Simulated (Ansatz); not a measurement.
This is a relaxation of cell and atoms with Ansatz on Si3N4 (I-43d) from a database structure; the level of theory is r2SCAN. It starts from the PBE relaxation's end cell.

input.yaml:
```yaml
crystal:
  lattice:
    - [-3.2451927048, 3.2451927048, 3.2451927048]
    - [3.2451927048, -3.2451927048, 3.2451927048]
    - [3.2451927048, 3.2451927048, -3.2451927048]
  atoms:
    - { symbol: Si, position: [0.375, 0.25, 0.625] }
    - { symbol: Si, position: [0.625, 0.375, 0.25] }
    - { symbol: Si, position: [0.875, 0.125, 0.75] }
    - { symbol: Si, position: [0.25, 0.625, 0.375] }
    - { symbol: Si, position: [0.75, 0.875, 0.125] }
    - { symbol: Si, position: [0.125, 0.75, 0.875] }
    - { symbol: "N", position: [0.5, 0.0, 0.0627124369] }
    - { symbol: "N", position: [0.5627124369, 0.5, 0.0] }
    - { symbol: "N", position: [0.9372875631, 0.9372875631, 0.9372875631] }
    - { symbol: "N", position: [0.0, 0.5627124369, 0.5] }
    - { symbol: "N", position: [0.4372875631, 0.4372875631, 0.4372875631] }
    - { symbol: "N", position: [0.0, 0.0627124369, 0.5] }
    - { symbol: "N", position: [0.5, 0.0, 0.5627124369] }
    - { symbol: "N", position: [0.0627124369, 0.5, 0.0] }
kpoints:
  mp_grid: { grid: [6, 6, 6] }
hamiltonian:
  xc: r2scan
scf:
  occupations: { method: fermi_dirac, width: 0.02 }
relax:
  f_tol: 0.005
  cell: {}
output:
  write_density: true
  write_potential: true
  elf: true
  volumetric_format: npy
```

It took 11 s on 1 × NVIDIA H100 80GB HBM3 with 2 threads of AMD EPYC 7R13 Processor (Zen 3) (shared host), load about 3.8 per core; peak host memory 1.5 GiB.

Main lines of the log:
```
Functional definition: r2SCAN
Crystal: 14 atoms, lattice volume = 136.704 Å³
Basis set: ecut = 500 eV, 3511 PW (Γ)
Bands: 46, of which v1, the nominal top of the filled ones, is band 32 counted from 1 (31 counted from 0)
Symmetry: 24 space group operations
Space group: I-43d (ITA 220)
k-points: 16 of 216 (time reversal used)
preconditioner: auto → Resta (q_TF=auto, 2.404 Å⁻¹)  ε∞=3.8  [insulator: Δε(μ)=4.671 eV  σ=0.020 eV  ℏωp=25.4 eV]
relax step 1: F+E_penalty+E_count = -6929.40190100 eV  max|allowed force component| = 2.771e-2 eV/Å  Δτ_max = 0.0000 Å  P = -5.982 GPa  Ω = 136.704 Å³
relax step 2: F+E_penalty+E_count = -6929.44626356 eV  max|allowed force component| = 1.638e-2 eV/Å  Δτ_max = 0.0014 Å  P = -2.884 GPa  Ω = 135.106 Å³
relax step 3: F+E_penalty+E_count = -6929.45926774 eV  max|allowed force component| = 2.851e-3 eV/Å  Δτ_max = 0.0006 Å  P = +0.092 GPa  Ω = 133.663 Å³
relax step 4: F+E_penalty+E_count = -6929.45928652 eV  max|allowed force component| = 3.052e-4 eV/Å  Δτ_max = 0.0008 Å  P = -0.001 GPa  Ω = 133.716 Å³
relax step 5: F+E_penalty+E_count = -6929.45845377 eV  max|allowed force component| = 3.026e-4 eV/Å  Δτ_max = 0.0000 Å  P = +0.004 GPa  Ω = 133.716 Å³  (SCF on a basis re-selected at this cell)
SCF converged after 4 iterations
Free energy (F): -6929.458454 eV
Fermi energy:    11.681047 eV
--- Per-component energies (eV) ---
  E_band       = 114.792053
  E_kinetic    = 1360.541176
  E_local      = -1741.383509
  E_nonlocal   = 498.563550
  E_hartree    = 562.725000
  E_xc         = -804.782970
  E_vxc        = -1003.494172
  E_paw        = -4152.889877
  E_vpaw       = -178.495314
  E_vtau       = 53.610108
  E_ewald      = -2651.536892
  E_core_change = -0.695115
--- Stress (GPa, compression-positive) ---
        0.004126       0.000000       0.000000
        0.000000       0.004126       0.000000
        0.000000       0.000000       0.004126
  P = ⅓ Tr σ = 0.0041 GPa (0.041 kbar)
--- Relaxed structure (4 steps of the walk, 4 accepted, 1 SCFs on fresh bases) ---
  F+E_penalty+E_count = -6929.45845377 eV   max|allowed force component| = 3.026e-4 eV/Å
  cell:  # Å, volume = 133.7163 Å³
    - [-3.221376, 3.221376, 3.221376]
    - [3.221376, -3.221376, 3.221376]
    - [3.221376, 3.221376, -3.221376]
  atoms:
    - { symbol: Si, position: [0.375000, 0.250000, 0.625000] }
    - { symbol: Si, position: [0.625000, 0.375000, 0.250000] }
    - { symbol: Si, position: [0.875000, 0.125000, 0.750000] }
    - { symbol: Si, position: [0.250000, 0.625000, 0.375000] }
    - { symbol: Si, position: [0.750000, 0.875000, 0.125000] }
    - { symbol: Si, position: [0.125000, 0.750000, 0.875000] }
    - { symbol: N, position: [0.500000, 0.000000, 0.062507] }
    - { symbol: N, position: [0.562507, 0.500000, 0.000000] }
    - { symbol: N, position: [0.937493, 0.937493, 0.937493] }
    - { symbol: N, position: [0.000000, 0.562507, 0.500000] }
    - { symbol: N, position: [0.437493, 0.437493, 0.437493] }
    - { symbol: N, position: [0.000000, 0.062507, 0.500000] }
    - { symbol: N, position: [0.500000, 0.000000, 0.562507] }
    - { symbol: N, position: [0.062507, 0.500000, 0.000000] }
```

Planar averages along the third cell vector, from rho_z.tsv and v_z.tsv (valence density with its augmentation; electrostatic potential energy of an electron, of which only differences have a meaning):
```csv
z (Å),ρ (e/Å³),v_es (eV)
0.00,0.768,-0.40
0.37,0.653,0.93
0.74,0.433,2.87
1.12,0.268,3.62
1.49,0.235,3.65
1.86,0.336,3.41
2.23,0.545,2.00
2.60,0.736,-0.02
2.85,0.764,-0.36
3.22,0.619,1.29
3.60,0.398,3.09
3.97,0.253,3.65
4.34,0.242,3.66
4.71,0.366,3.27
5.08,0.583,1.65
5.46,0.753,-0.23
```

The walk took 4 steps, besides SCFs solved again on a fresh basis, and changed the volume by -2.2 %. The last SCF, on a fresh basis, lies 4.0 meV an atom below the first. Final cell: it is cubic, I-43d (No. 220); a = 6.443 Å in the conventional setting, 9.55 Å³ an atom. Si is surrounded by 4 N at 1.74 Å; N is surrounded by 3 Si at 1.74 Å.

Spin-unpolarised throughout; all numbers are computed.
